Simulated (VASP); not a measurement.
# Hf (Im-3m) in VASP: further runs

The runs below take Hf through relaxation of cell and atoms, with PBEsol.

All numbers are computed with VASP 6.6.1; they aren't measurements. Logs are shortened: lines on timing, memory, paths and dates and some standing lists are left out, and cuts for length are marked.

### 1 The structure

It takes space group Im-3m (No. 229, cubic). Conventional cell: a = 3.610 Å, b = 3.610 Å, c = 3.610 Å, α = 90.00°, β = 90.00°, γ = 90.00°. Hf (site symmetry m-3m) has 8 Hf at 3.13 Å as nearest neighbours.

This isn't the form of Hf at room conditions, which is hcp.

### 2 Relaxation of cell and atoms, PBEsol, target pressure 50 GPa, at which the enthalpy is minimised

INCAR reads:

```
PREC = Accurate
ENCUT = 350
EDIFF = 1E-7
ISMEAR = 0
SIGMA = 0.1
LREAL = False
LASPH = True
NELM = 80
ALGO = Fast
ISIF = 3
LWAVE = False
LCHARG = False
GGA = PS
IBRION = 2
NSW = 80
EDIFFG = -0.002
PSTRESS = 500.0
```

KPOINTS reads:

```
Automatic mesh
0
Gamma
  16 16 16
```

POSCAR reads:

```
Hf
1.0
   -1.8050000000      1.8050000000      1.8050000000
    1.8050000000     -1.8050000000      1.8050000000
    1.8050000000      1.8050000000     -1.8050000000
Hf
1
Direct
    0.0000000000      0.0000000000      0.0000000000
```

Potentials or basis: VASP PAW PBE potentials, release 64 (Hf_pv).

Command:

```
$ cat potpaw_PBE.64/Hf_pv/POTCAR > POTCAR
$ mpirun -np 1 vasp_std > vasp.out
```

OUTCAR:

```text
PREC = Accurate
   ENCUT = 350
   EDIFF = 1E-7
   ISMEAR = 0
   LREAL = False
   LASPH = True
   NELM = 80
   ISIF = 3
   GGA = PS
   IBRION = 2
   NSW = 80
   EDIFFG = -0.002
   PSTRESS = 500.0

 ion  position               nearest neighbor table
   1  0.000  0.000  0.000-

  LATTYP: Found a body centered cubic cell.
 ALAT       =     3.6100000000

  Lattice vectors:

 A1 = (  -1.8050000000,   1.8050000000,   1.8050000000)
 A2 = (   1.8050000000,  -1.8050000000,   1.8050000000)
 A3 = (   1.8050000000,   1.8050000000,  -1.8050000000)

Analysis of symmetry for initial positions (statically):
=====================================================================
 Subroutine PRICEL returns:
 Original cell was already a primitive cell.

 Routine SETGRP: Setting up the symmetry group for a
 body centered cubic supercell.

 Subroutine GETGRP returns: Found 48 space group operations
 (whereof 48 operations were pure point group operations)
 out of a pool of 48 trial point group operations.

The static configuration has the point symmetry O_h .

Analysis of symmetry for dynamics (positions and initial velocities):
=====================================================================
 Subroutine PRICEL returns:
 Original cell was already a primitive cell.

 Routine SETGRP: Setting up the symmetry group for a
 body centered cubic supercell.

 Subroutine GETGRP returns: Found 48 space group operations
 (whereof 48 operations were pure point group operations)
 out of a pool of 48 trial point group operations.

The dynamic configuration has the point symmetry O_h .

 Subroutine INISYM returns: Found 48 space group operations
 (whereof 48 operations are pure point group operations),
 and found     1 'primitive' translations

----------------------------------------------------------------------------------------

                                     Primitive cell

  volume of cell :      23.5229

  direct lattice vectors                    reciprocal lattice vectors
    -1.805000000  1.805000000  1.805000000     0.000000000  0.277008310  0.277008310
     1.805000000 -1.805000000  1.805000000     0.277008310  0.000000000  0.277008310
     1.805000000  1.805000000 -1.805000000     0.277008310  0.277008310  0.000000000

  length of vectors
     3.126351708  3.126351708  3.126351708     0.391748909  0.391748909  0.391748909

  position of ions in fractional coordinates (direct lattice)
     0.000000000  0.000000000  0.000000000

  ion indices of the primitive-cell ions
   primitive index   ion index
                 1           1

----------------------------------------------------------------------------------------

 KPOINTS: Automatic mesh

Automatic generation of k-mesh.
 Grid dimensions read from file:
 generate k-points for:   16   16   16

 Generating k-lattice:

  Cartesian coordinates                     Fractional coordinates (reciprocal lattice)
     0.000000000  0.017313019  0.017313019     0.062500000  0.000000000  0.000000000
     0.017313019  0.000000000  0.017313019     0.000000000  0.062500000  0.000000000
     0.017313019  0.017313019  0.000000000     0.000000000  0.000000000  0.062500000

  Length of vectors
     0.024484307  0.024484307  0.024484307

  Shift w.r.t. Gamma in fractional coordinates (k-lattice)
     0.000000000  0.000000000  0.000000000

 Subroutine IBZKPT returns following result:
 ===========================================

 Found    145 irreducible k-points:

 Following reciprocal coordinates:
            Coordinates               Weight
  0.000000  0.000000  0.000000      1.000000
  0.062500  0.000000  0.000000     12.000000
  0.125000  0.000000  0.000000     12.000000
  0.187500  0.000000  0.000000     12.000000
  0.250000  0.000000  0.000000     12.000000
  0.312500  0.000000  0.000000     12.000000
[... 16 lines left out ...]
  0.187500  0.187500  0.000000     24.000000
  0.250000  0.187500  0.000000     48.000000
 [... further k-points ...]
   k-points           NKPTS =    145   k-points in BZ     NKDIM =    145   number of bands    NBANDS=      9
   number of dos      NEDOS =    301   number of ions     NIONS =      1
   total plane-waves  NPLWV =   8000
   dimension x,y,z NGX =    20 NGY =   20 NGZ =   20
   dimension x,y,z NGXF=    40 NGYF=   40 NGZF=   40
   ions per type =               1
   NGX,Y,Z   is equivalent  to a cutoff of  10.64, 10.64, 10.64 a.u.
   NGXF,Y,Z  is equivalent  to a cutoff of  21.27, 21.27, 21.27 a.u.
 SYSTEM =  unknown system
   PREC   = accura    normal or accurate (medium, high low for compatibility)
   ISTART =      0    job   : 0-new  1-cont  2-samecut
   ICHARG =      2    charge: 1-file 2-atom 10-const
   ISPIN  =      1    spin polarized calculation?
   LNONCOLLINEAR =      F non collinear calculations
   LSORBIT =      F    spin-orbit coupling
   LASPH  =      T    aspherical Exc in radial PAW
   ENCUT  =  350.0 eV  25.72 Ry    5.07 a.u.   4.77  4.77  4.77*2*pi/ulx,y,z
   NELM   =     80;   NELMIN=  2; NELMDL= -5     # of ELM steps
   EDIFF  = 0.1E-06   stopping-criterion for ELM
   LREAL  =      F    real-space projection
   EDIFFG = -.2E-02   stopping-criterion for IOM
   NSW    =     80    number of steps for IOM
   IBRION =      2    ionic relax: 0-MD 1-quasi-New 2-CG
   NFREE  =      1    steps in history (QN), initial steepest desc. (CG)
   ISIF   =      3    stress and relaxation
   ISYM   =      2    0-nonsym 1-usesym 2-fastsym
   POTIM  = 0.5000    time-step for ionic-motion
   TEBEG  =    0.0;   TEEND  =   0.0 temperature during run
   PSTRESS=  500.0 pullay stress
   NELECT =      10.0000    total number of electrons
   NUPDOWN=      -1.0000    fix difference up-down
   EMIN   =  10.00;   EMAX   =-10.00  energy-range for DOS
   EFERMI =   0.00;   METHOD = LEGACY
   ISMEAR =     0;   SIGMA  =   0.10  broadening in eV -4-tet -1-fermi 0-gaus
   EFERMI_NEDOS =   21; number of points for ismear=-14 and -15
   IALGO  =     68    algorithm
   IMIX   =      4    mixing-type and parameters
     AMIX     =   0.40;   BMIX     =  1.00
     AMIX_MAG =   1.60;   BMIX_MAG =  1.00
  volume/ion in A,a.u.               =      23.52       158.74
  Fermi-wavevector in a.u.,A,eV,Ry     =   1.230961  2.326179 20.616432  1.515265
  Thomas-Fermi vector in A             =   2.365789
   LORBIT       =      0    0 simple, 1 ext, 2 COOP (PROOUT), +10 PAW based schemes
   GGA     = PS    functional components
   LHFCALC =     F    Hartree Fock is set to
   AEXX    =    0.0000 exact exchange contribution
   IVDW    =     0    specifies the selected vdW correction
   LEPSILON=     F    determine dielectric tensor
   LRPA    =     F    only Hartree local field effects (RPA)
 conjugate gradient relaxation of ions
 non-spin polarized calculation
 RMM-DIIS sequential band-by-band and
 Gauss-broadening in eV      SIGMA  =   0.10
  energy-cutoff  :      350.00
  volume of cell :       23.52
 maximum number of plane-waves:       370
   NGX =  9   NGY =  9   NGZ =  9

--------------------------------------- Ionic step        1  -------------------------------------------

 number of electron      10.0000004 magnetization

 Free energy of the ion-electron system (eV)
  ---------------------------------------------------
  ext. energy  EPLUGINS =         0.00000000
  ---------------------------------------------------
  free energy    TOTEN  =       -10.26545538 eV

  energy without entropy =      -10.25638775  energy(sigma->0) =      -10.26092157

------------------------ aborting loop because EDIFF is reached ----------------------------------------

  FORCE on cell =-STRESS in cart. coord.  units (eV):
  Direction    XX          YY          ZZ          XY          YZ          ZX
  --------------------------------------------------------------------------------------
  -------------------------------------------------------------------------------------
  Total       -1.4003300     -1.4003300     -1.4003300      0.0000000      0.0000000     -0.0000000
  in kB      -95.3782554    -95.3782554    -95.3782554      0.0000000      0.0000000     -0.0000000
  external PRESSURE =    -595.3782554 kB  Pullay stress =     500.0000000 kB
[... 22 lines left out ...]
  enthalpy is  TOTEN    =        -2.9245262372 eV   P V=        7.3409291405

--------------------------------------- Ionic step        2  -------------------------------------------

 number of electron      10.0000000 magnetization

 E-fermi :  25.4797     XC(G=0): -20.8213

 val. band max:       25.4577087203   @ k =   0.3125   0.2500   0.1250
 cond. band min:      25.5916375192   @ k =   0.3750   0.1875   0.0625
 fundamental gap:      0.1339287989
 Fermi energy:        25.4797210491

 k-point     1 :       0.0000    0.0000    0.0000
  band No.  band energies     occupation
      1       2.9517      2.00000
      2       2.9517      2.00000
      3       2.9517      2.00000
      4      22.9762      2.00000
      5      22.9762      2.00000
      6      22.9762      2.00000
      7      32.4680      0.00000
      8      32.4680      0.00000
      9      34.9814      0.00000
[... 265 lines left out ...]
 k-point    24 :       0.2500    0.1875    0.0000
  band No.  band energies     occupation
      1     -22.3473      2.00000
      2     -13.1379      2.00000
      3      -2.6863      2.00000
      4      14.7419      2.00000
      5      21.5880      2.00000
      6      32.5267      0.00000
      7      36.8614      0.00000
      8      37.5279      0.00000
      9      46.2091      0.00000

 [... further k-points ...]
[... 5 lines left out ...]
  --------------------------------------------------------------------------------------
  -------------------------------------------------------------------------------------
  Total      123.2554994    123.2554994    123.2554994     -0.0000000      0.0000000      0.0000000
  in kB    43407.9400332  43407.9400332  43407.9400332     -0.0000000      0.0000000      0.0000000
  external PRESSURE =   42907.9400332 kB  Pullay stress =     500.0000000 kB
[... 53 lines left out ...]
  FREE ENERGIE OF THE ION-ELECTRON SYSTEM (eV)
  ---------------------------------------------------
  free  energy   TOTEN  =        -9.6032977673 eV

  energy  without entropy=       -9.5942542481  energy(sigma->0) =       -9.59877601

  enthalpy is  TOTEN    =        -2.8666884680 eV   P V=        6.7366092993

[... ionic steps 4 to 7 ...]

--------------------------------------- Ionic step        8  -------------------------------------------

 number of electron      10.0000000 magnetization

------------------------ aborting loop because EDIFF is reached ----------------------------------------

  FORCE on cell =-STRESS in cart. coord.  units (eV):
  Direction    XX          YY          ZZ          XY          YZ          ZX
  --------------------------------------------------------------------------------------
  -------------------------------------------------------------------------------------
  Total        5.1060728      5.1060728      5.1060728      0.0000000      0.0000000     -0.0000000
  in kB      520.4323365    520.4323365    520.4323365      0.0000000      0.0000000     -0.0000000
  external PRESSURE =      20.4323365 kB  Pullay stress =     500.0000000 kB
[... 59 lines left out ...]
  enthalpy is  TOTEN    =        -4.7115113217 eV   P V=        5.0289746975

--------------------------------------- Ionic step       10  -------------------------------------------

 number of electron       9.9999999 magnetization

 Free energy of the ion-electron system (eV)
  ---------------------------------------------------
  ext. energy  EPLUGINS =         0.00000000
  ---------------------------------------------------
  free energy    TOTEN  =        -9.65979898 eV

  energy without entropy =       -9.65497980  energy(sigma->0) =       -9.65738939

 E-fermi :   7.0178     XC(G=0): -13.0709

 val. band max:        7.0075176552   @ k =   0.2500   0.1875   0.1250
 cond. band min:       7.0389922132   @ k =   0.1875   0.0625   0.0625
 fundamental gap:      0.0314745580
 Fermi energy:         7.0177827814

 k-point     1 :       0.0000    0.0000    0.0000
  band No.  band energies     occupation
      1     -21.4263      2.00000
      2     -21.4263      2.00000
      3     -21.4263      2.00000
      4      -0.9511      2.00000
      5       8.6670      0.00000
      6       8.6670      0.00000
      7       8.6670      0.00000
      8      12.5777      0.00000
      9      12.5777      0.00000
[... 265 lines left out ...]
 k-point    24 :       0.2500    0.1875    0.0000
  band No.  band energies     occupation
      1     -23.3332      2.00000
      2     -22.2153      2.00000
      3     -21.6438      2.00000
      4       3.6492      2.00000
      5       6.0523      2.00000
      6       7.1557      0.05119
      7      11.8078      0.00000
      8      14.0322      0.00000
      9      16.3717      0.00000

 [... further k-points ...]
[... 5 lines left out ...]
  --------------------------------------------------------------------------------------
  -------------------------------------------------------------------------------------
  Total        4.9457335      4.9457335      4.9457335      0.0000000     -0.0000000     -0.0000000
  in kB      500.1124556    500.1124556    500.1124556      0.0000000     -0.0000000     -0.0000000
  external PRESSURE =       0.1124556 kB  Pullay stress =     500.0000000 kB
[... 16 lines left out ...]
  FREE ENERGIE OF THE ION-ELECTRON SYSTEM (eV)
  ---------------------------------------------------
  free  energy   TOTEN  =        -9.6597989825 eV

  energy  without entropy=       -9.6549797994  energy(sigma->0) =       -9.65738939

  enthalpy is  TOTEN    =        -4.7151776290 eV   P V=        4.9446213535

 reached required accuracy - stopping structural energy minimisation
```

Run time: 66 s. Hardware: 1 thread of Intel Xeon 6975P-C (Granite Rapids), shared host; peak memory 0.15 GiB.

Results:

```
Free energy                                            : -9.6598 eV
Relaxed volume                                         : 15.84 Å³/atom
Relaxed cell                                           : a = 2.741 Å, b = 2.741 Å, c = 2.741 Å, α = 109.47°, β = 109.47°, γ = 109.47°
Space group after relaxing (to 0.05 Å)                 : Im-3m (No. 229)
Energy change on relaxing (the enthalpy is what falls) : +605.7 meV/atom
Ionic steps                                            : 10
Pressure after relaxing                                : 50.0 GPa
Band gap on the k mesh                                 : none (metal or under the smearing width)
```

The path:
```csv
step,energy change (eV),largest force (eV/Å),pressure (GPa),volume (Å³)
1,0.0000,0.0000,-9.54,23.52
2,49.8788,0.0000,4340.79,4.55
3,0.6622,0.0000,-0.07,21.59
4,-0.0588,0.0000,5.45,20.24
5,1.1063,0.0000,74.41,14.54
6,0.5515,0.0000,47.22,16.02
7,0.6031,0.0000,49.85,15.85
8,0.6455,0.0000,52.04,15.72
9,0.5250,0.0000,45.70,16.11
10,0.6057,0.0000,50.01,15.84
```

Final structure:
```yaml
crystal:
  lattice:
    - [-1.58224, 1.58224, 1.58224]
    - [1.58224, -1.58224, 1.58224]
    - [1.58224, 1.58224, -1.58224]
  atoms:
    - { symbol: Hf, position: [0.00000, 0.00000, 0.00000] }
```

Caveat: the cell is relaxed towards a set pressure, so the enthalpy falls and the energy may rise; the volume moved by over 15 % at a fixed basis, so the end points are rough; the PAW data sets were made with another functional, which shifts forces and pressure a little.

(Continued in part 2 of 2.)
